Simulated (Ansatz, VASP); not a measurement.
**P in VASP and in Ansatz**

File INCAR:

```
SYSTEM = P
ALGO = Normal
EDIFF = 1E-6
EDIFFG = -0.04
ENCUT = 600
GGA = PE
IBRION = 2
ISIF = 3
ISMEAR = 0
LASPH = .TRUE.
LCHARG = .FALSE.
LREAL = .FALSE.
LWAVE = .FALSE.
NELM = 100
NSW = 90
PREC = Accurate
SIGMA = 0.1
```

KPOINTS

```
k-points
0
G
  4 4 4
  0 0 0
```

File POSCAR:

```
P
1.0
    4.5650164700      0.0000000000      0.0000000000
    0.0000000000      4.5650164700      0.0000000000
    0.0000000000      0.0000000000      4.5515343700
P
6
Direct
    0.1548886100      0.3451113900      0.2500000000
    0.8451113900      0.6548886100      0.2500000000
    0.3451113900      0.8451113900      0.7500000000
    0.6548886100      0.1548886100      0.7500000000
    0.5000000000      0.5000000000      0.0000000000
    0.0000000000      0.0000000000      0.5000000000
```

Input for Ansatz:

```yaml
crystal:
  lattice:
    - [4.56501647, 0.0, 0.0]
    - [0.0, 4.56501647, 0.0]
    - [0.0, 0.0, 4.55153437]
  atoms:
    - { symbol: P, position: [0.15488861, 0.34511139, 0.25] }
    - { symbol: P, position: [0.84511139, 0.65488861, 0.25] }
    - { symbol: P, position: [0.34511139, 0.84511139, 0.75] }
    - { symbol: P, position: [0.65488861, 0.15488861, 0.75] }
    - { symbol: P, position: [0.5, 0.5, 0.0] }
    - { symbol: P, position: [0.0, 0.0, 0.5] }
basis:
  ecutwfc: 420
kpoints:
  mp_grid: { grid: [4, 4, 4] }
hamiltonian:
  xc: pbe
scf:
  occupations: { method: gaussian, width: 0.1 }
  lower_state_search: "off"
output:
  forces: true
  stress: true
  eigenvalues: true
relax:
  adjacent_minimum: "off"
  f_tol: 0.04
  max_steps: 70
  cell: { stress_tol: 0.4 }
```

Alike in both runs: task relaxation of cell and atoms; functional PBE; k mesh 4 × 4 × 4; occupations gaussian, width 0.1 eV; no spin polarisation.

|  | VASP | Ansatz |
| --- | --- | --- |
| version | VASP 6.6.1 | Ansatz 0.2.0 |
| potentials or method | VASP PAW PBE potentials, release 64 (P) | scalar-relativistic, plane waves, PAW |
| plane-wave cutoff (eV) | 600 | 420 |
| valence electrons in the cell | 30 | 30 |

Ansatz gave:

```
gap on the k mesh at the Fermi level, each at its own relaxed structure (eV) : none
relaxed volume (Å³/atom)                                                     : 21.03
relaxed cell length with the largest relative difference (Å)                 : 4.673
energy change over the relaxation (meV/atom)                                 : -404
```

Question: What did VASP give for the same quantities?

Answer: gap on the k mesh at the Fermi level, each at its own relaxed structure (eV): none; relaxed volume (Å³/atom): 20.97; relaxed cell length with the largest relative difference (Å): 4.654; energy change over the relaxation (meV/atom): -392.

A gap of «none» marks a metal or a gap that the smearing closes.

Caveats: the volume moved by over 15 % at a fixed basis, so the end points are rough (VASP).
